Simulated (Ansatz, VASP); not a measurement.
Two plane-wave programs on MgO

```
Mg O
1.0
     0.00000    2.15150    2.15150
     2.15150    0.00000    2.15150
     2.15150    2.15150    0.00000
Mg O
1 1
Direct
  0.00000 0.00000 0.00000
  0.50000 0.50000 0.50000
```

Alike in both runs: task single point; functional PBE; k mesh 9 × 9 × 9; occupations fermi-dirac, width 0.1 eV; no spin polarisation.

|  | VASP | Ansatz |
| --- | --- | --- |
| version | VASP 6.6.1 | Ansatz 0.2.0 |
| potentials or method | VASP PAW PBE potentials, release 64 (Mg, O) | PAW, plane waves, scalar-relativistic |
| plane-wave cutoff (eV) | 520 | 420 |
| valence electrons in the cell | 8 | 16 |

Ansatz gave:

* pressure (GPa): -4.8

Q: Which values does VASP return?

A: Pressure (GPa): -5.5.

The functional is the same, so the differences come from potentials, cutoffs and numerics. The two sets of potentials don't hold the same shells in valence.
